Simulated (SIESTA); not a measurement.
Crystal: MgO.

```
CELL_PARAMETERS angstrom
0.00000 2.09700 2.09700
2.09700 0.00000 2.09700
2.09700 2.09700 0.00000
ATOMIC_POSITIONS crystal
Mg 0.00000 0.00000 0.00000
O 0.50000 0.50000 0.50000
```

The cell is a database's computed one.

Base run:

| Property | Result |
| --- | --- |
| Program | SIESTA 5.4.2 |
| Functional | LDA |
| Potentials or basis | PseudoDojo 0.4 standard (LDA files) |
| Basis | DZP (energy shift 0.003 Ry; two zetas on semicore shells) |
| Grid cutoff | 800 Ry |
| Energy shift | 0.003 Ry |
| k mesh | 11 × 11 × 11 |
| Occupations | fermi-dirac, width 0.05 eV |
| Spin | no spin polarisation |

Its results: band gap on the k mesh 4.71 eV, direct; pressure -0.3 GPa.

**Question.** The run is repeated on the same cell with these changes: functional from LDA to PBE; potentials or basis from PseudoDojo 0.4 standard (LDA files) to PseudoDojo 0.4 standard (PBE files). What comes out?

**Answer.** Band gap on the k mesh 4.76 eV, direct; pressure 10.5 GPa.

Caveats: the basis of atomic orbitals isn't converged, which shifts pressures, moduli and gaps; the basis holds too few empty states to meet the f-sum rule, so the spectrum is short of weight at high energy (some runs); an odd mesh through Γ misses points on the zone boundary, where band edges often lie (some runs).
